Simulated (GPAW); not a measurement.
Input of a GPAW 26.7.0 run:

File run.py:

```python
from ase import Atoms
from ase.dft.bandgap import bandgap
from ase.io import write
from ase.units import GPa
from gpaw import GPAW, PW, setup_paths

setup_paths.insert(0, '.')

atoms = Atoms(['Si', 'C'],
              cell=[[0.0, 2.179, 2.179],
                    [2.179, 0.0, 2.179],
                    [2.179, 2.179, 0.0]],
              scaled_positions=[[0.0, 0.0, 0.0],
                                [0.75, 0.75, 0.75]],
              pbc=True)

calc = GPAW(mode=PW(800),
            xc='PBEsol',
            kpts={'size': (10, 10, 10), 'gamma': True},
            occupations={'name': 'fermi-dirac', 'width': 0.05},
            nbands=11,
            convergence={'density': 1e-05, 'energy': 1e-05},
            maxiter=150,
            txt='gpaw.txt')
atoms.calc = calc
energy = atoms.get_potential_energy()
forces = atoms.get_forces()
stress = atoms.get_stress()
calc.write('gs.gpw')
write('result.traj', atoms)
print(f'Energy: {energy:.6f} eV')
print('Forces (eV/A):')
print(forces.round(4))
print('Stress (GPa):', (stress / GPa).round(3))
print('Fermi level:', round(calc.get_fermi_level(), 4), 'eV')
print(f'Gap: {bandgap(calc)[0]:.4f} eV, direct: {bandgap(calc, direct=True)[0]:.4f} eV')
```

Potentials or basis: PAW data sets generated in the run's folder for this functional, pw.

Run with:

```console
$ gpaw-setup -f PBEsol C Si
$ OMP_NUM_THREADS=1 python run.py
```

**Question.** What does it give for the pressure?

**Answer.** 1.0 GPa.

**Question.** Estimate the band gap on the k mesh.

**Answer.** 1.24 eV, indirect (least direct gap 4.45 eV).

**The experiment to reproduce.**

From “Insight into the structural, elastic and electronic properties of a new orthorhombic 6O-SiC polytype”, 2020, pmc:7200658, for a bulk crystal of SiC: band gap 2.4 eV (indirect).

A measured gap of SiC is 2.4 eV (indirect; quoted in “Insight into the structural, elastic and electronic properties of a new orthorhombic 6O-SiC polytype”, 2020, pmc:7200658); the calculated 1.24 eV misses it by -1.16 eV. The value is that of PBEsol on a finite k mesh, which can miss the band edges, without temperature or zero-point motion. Semilocal functionals fall short of measured gaps as a rule.
